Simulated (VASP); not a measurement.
# GaSb3 (Fm-3m) in VASP: further runs, part 2 of 2

VASP 6.6.1. The steps go on from the part before.

## (3) Phonons, LDA

Contents of POSCAR:

```
GaSb3
1.0
    0.0000000000      3.7305950000      3.7305950000
    3.7305950000      0.0000000000      3.7305950000
    3.7305950000      3.7305950000      0.0000000000
Sb Ga
3 1
Direct
    0.5000000000      0.5000000000      0.5000000000
    0.7500000000      0.7500000000      0.7500000000
    0.2500000000      0.2500000000      0.2500000000
    0.0000000000      0.0000000000      0.0000000000
```

Contents of INCAR.step1:

```
SYSTEM = GaSb3
PREC = Accurate ; ENCUT = 600
EDIFF = 1E-8 ; ISMEAR = 0
SIGMA = 0.02 ; LREAL = .FALSE.
LASPH = .TRUE. ; NELM = 80
ALGO = Normal ; ISIF = 3
LWAVE = .FALSE. ; LCHARG = .FALSE.
IBRION = 2 ; NSW = 40
EDIFFG = -0.002 ; KPAR = 4
```

Contents of INCAR.step2:

```
SYSTEM = GaSb3
PREC = Accurate ; ENCUT = 600
EDIFF = 1E-8 ; ISMEAR = 0
SIGMA = 0.02 ; LREAL = .FALSE.
LASPH = .TRUE. ; NELM = 80
ALGO = Normal ; ISIF = 2
LWAVE = .FALSE. ; LCHARG = .FALSE.
IBRION = 8 ; NSW = 1
LEPSILON = .TRUE. ; KPAR = 4
```

Contents of KPOINTS:

```
regular mesh
0
G
  6 6 6
  0 0 0
```

Potentials or basis: VASP PAW LDA potentials, release 64 (Sb, Ga_d).

Run with:

```sh
$ cat potpaw_LDA.64/Sb/POTCAR potpaw_LDA.64/Ga_d/POTCAR > POTCAR
$ cp INCAR.step1 INCAR
$ mpirun -np 4 vasp_std > vasp.out
$ cp CONTCAR POSCAR
$ cp INCAR.step2 INCAR
$ mpirun -np 4 vasp_std > vasp.out
```

OUTCAR:

```text
SYSTEM = GaSb3
   PREC = Accurate
   ENCUT = 600
   EDIFF = 1E-8
   ISMEAR = 0
   LREAL = .FALSE.
   LASPH = .TRUE.
   NELM = 80
   ISIF = 2
   IBRION = 8
   NSW = 1
   LEPSILON = .TRUE.

 ion  position               nearest neighbor table
   1  0.500  0.500  0.500-   2 3.14   3 3.14   3 3.14   3 3.14   3 3.14   2 3.14   2 3.14   2 3.14

   2  0.750  0.750  0.750-   1 3.14   4 3.14   1 3.14   1 3.14   1 3.14   4 3.14   4 3.14   4 3.14
                             3 3.63   3 3.63   3 3.63   3 3.63   3 3.63   3 3.63
[... 755 lines left out ...]
      5.438767  5.438767  5.438767     0.065171   -0.694310    0.116989
      1.812922  1.812922  1.812922    -0.065171    0.694310   -0.116989
      0.000000  0.000000  0.000000    -0.000000    0.000000   -0.000000

--------------------------------------------------------------------------------------------------------

 MACROSCOPIC STATIC DIELECTRIC TENSOR IONIC CONTRIBUTION
 ------------------------------------------------------
          24.203679     0.000000    -0.000000
           0.000000    24.203679    -0.000000
          -0.000000    -0.000000    24.203679
 ------------------------------------------------------

 ELASTIC MODULI CONTR FROM IONIC RELAXATION (kBar)
 Direction    XX          YY          ZZ          XY          YZ          ZX
 --------------------------------------------------------------------------------
 XX           0.0000     -0.0000      0.0000      0.0000     -0.0000      0.0000
 YY           0.0000      0.0000      0.0000      0.0000      0.0000      0.0000
 ZZ          -0.0000      0.0000      0.0000      0.0000     -0.0000      0.0000
 XY          -0.0000     -0.0000      0.0000      0.0000     -0.0000      0.0000
 YZ          -0.0000     -0.0000      0.0000      0.0000     -0.0000      0.0000
 ZX          -0.0000      0.0000      0.0000      0.0000     -0.0000      0.0000
 --------------------------------------------------------------------------------

 PIEZOELECTRIC TENSOR IONIC CONTR  for field in x, y, z        (C/m^2)
          XX          YY          ZZ          XY          YZ          ZX
  --------------------------------------------------------------------------------
  x    -0.00000    -0.00000     0.00000     0.00000    -0.00000     0.00000
  y    -0.00000     0.00000    -0.00000    -0.00000    -0.00000    -0.00000
  z     0.00000     0.00000     0.00000     0.00000     0.00000    -0.00000
```

OUTCAR.step1:

```text
SYSTEM = GaSb3
   PREC = Accurate
   ENCUT = 600
   EDIFF = 1E-8
   ISMEAR = 0
   LREAL = .FALSE.
   LASPH = .TRUE.
   NELM = 80
   ISIF = 3
   IBRION = 2
   NSW = 40
   EDIFFG = -0.002

[... 396 lines left out ...]
 fundamental gap:      0.0254691760
 Fermi energy:         8.5131075064

 k-point     1 :       0.0000    0.0000    0.0000
  band No.  band energies     occupation
      1      -6.6548      2.00000
      2      -6.6548      2.00000
      3      -6.6548      2.00000
      4      -6.6379      2.00000
      5      -6.6379      2.00000
      6      -4.7240      2.00000
[... 356 lines left out ...]
  FREE ENERGIE OF THE ION-ELECTRON SYSTEM (eV)
  ---------------------------------------------------
  free  energy   TOTEN  =       -17.2138918150 eV

  energy  without entropy=      -17.2119766074  energy(sigma->0) =      -17.21293421

 reached required accuracy - stopping structural energy minimisation
```

OSZICAR.step1:

```text
N       E                     dE             d eps       ncg     rms          rms(c)
DAV:   1     0.170421023337E+03    0.17042E+03   -0.12753E+04   608   0.180E+03
DAV:   2    -0.146834732761E+01   -0.17189E+03   -0.16878E+03   670   0.346E+02
DAV:   3    -0.163761021552E+02   -0.14908E+02   -0.14207E+02   688   0.938E+01
[... 101 lines left out ...]
DAV:   1    -0.172138929469E+02   -0.18066E-05   -0.18482E-05   676   0.574E-02    0.606E-03
DAV:   2    -0.172138920750E+02    0.87195E-06   -0.19664E-06   698   0.214E-02    0.277E-03
DAV:   3    -0.172138918405E+02    0.23446E-06   -0.30433E-07   688   0.722E-03    0.612E-04
DAV:   4    -0.172138918187E+02    0.21801E-07   -0.22669E-08   352   0.182E-03    0.219E-04
DAV:   5    -0.172138918150E+02    0.36653E-08   -0.41915E-09   288   0.756E-04
  18 F= -.17213892E+02 E0= -.17212934E+02  d E =-.162799E-05
```

Run time: 9.1 min. Hardware: 4 MPI ranks of Intel Xeon Platinum 8488C (Sapphire Rapids), shared host; peak memory 0.54 GiB.

What came out:

```yaml
Relaxed_volume: 23.83 Å³/atom
Relaxed_cell: a = 5.128 Å, b = 5.128 Å, c = 5.128 Å, α = 60.00°, β = 60.00°, γ = 60.00°
Space_group_after_relaxing_to_0.05_Å: Fm-3m (No. 225)
Electronic_dielectric_tensor_diagonal: 222.52
Born_charges_mean_of_the_diagonal: Sb -3.94, +0.64; Ga +2.67 e
Highest_phonon_frequency_at_Γ_LO-TO_splitting_left_out: 73 cm⁻¹
Most_unstable_mode: 73i cm⁻¹
```

Step by step:
| step | energy change (eV) | largest force (eV/Å) | pressure (GPa) | volume (Å³) |
| --- | --- | --- | --- | --- |
| 1 | 0.0000 | 0.0000 | -4.39 | 103.84 |
| 2 | -0.1257 | 0.0000 | 1.18 | 93.52 |
| 3 | -0.1321 | 0.0000 | 0.12 | 95.14 |
| 4 | -0.1322 | 0.0000 | -0.02 | 95.35 |
| 5 | -0.1322 | 0.0000 | -0.02 | 95.35 |
| 6 | -0.1322 | 0.0000 | -0.02 | 95.35 |
| 7 | -0.1322 | 0.0000 | -0.02 | 95.35 |
| 8 | -0.1322 | 0.0000 | -0.02 | 95.35 |
| 9 | -0.1322 | 0.0000 | -0.02 | 95.35 |
| 10 | -0.1322 | 0.0000 | -0.02 | 95.35 |
| 11 | -0.1322 | 0.0000 | -0.02 | 95.35 |
| 12 | -0.1322 | 0.0000 | -0.02 | 95.35 |
| 13 | -0.1322 | 0.0000 | -0.02 | 95.35 |
| 14 | -0.1322 | 0.0000 | -0.02 | 95.35 |
| 15 | -0.1322 | 0.0000 | -0.02 | 95.35 |
| 16 | -0.1322 | 0.0000 | -0.02 | 95.35 |
| 17 | -0.1322 | 0.0000 | -0.02 | 95.34 |
| 18 | -0.1322 | 0.0000 | -0.01 | 95.34 |

Final structure:
```
CELL_PARAMETERS angstrom
0.00000 3.62584 3.62584
3.62584 0.00000 3.62584
3.62584 3.62584 0.00000
ATOMIC_POSITIONS crystal
Sb 0.50000 0.50000 0.50000
Sb 0.75000 0.75000 0.75000
Sb 0.25000 0.25000 0.25000
Ga 0.00000 0.00000 0.00000
```

Phonon frequencies in cm⁻¹ (negative: imaginary):
```tsv
q point	frequencies
(0.000, 0.000, 0.000)	-73 -73 -73 -2 -2 -2 19 19 19 73 73 73
```

Electronic dielectric tensor:
```
222.52   0.00   0.00
  0.00 222.52   0.00
  0.00   0.00 222.52
```

Born effective charge tensors (e):
atom 1, Sb
```
-3.94  0.00  0.00
 0.00 -3.94  0.00
 0.00  0.00 -3.94
```
atom 2, Sb
```
0.64 0.00 0.00
0.00 0.64 0.00
0.00 0.00 0.64
```
atom 3, Sb
```
0.64 0.00 0.00
0.00 0.64 0.00
0.00 0.00 0.64
```
atom 4, Ga
```
2.67 0.00 0.00
0.00 2.67 0.00
0.00 0.00 2.67
```

Caveat: some modes are imaginary.

## (4) For comparison

An earlier run on the cell as given: functional PBEsol; potentials or basis VASP PAW PBE potentials, release 64 (Sb, Ga_d); cutoff 520 eV; k mesh 6 × 6 × 6; occupations fermi-dirac, width 0.05 eV; no spin polarisation.

- Pressure: -3.4 GPa
- Band gap on the k mesh: none (metal or under the smearing width)
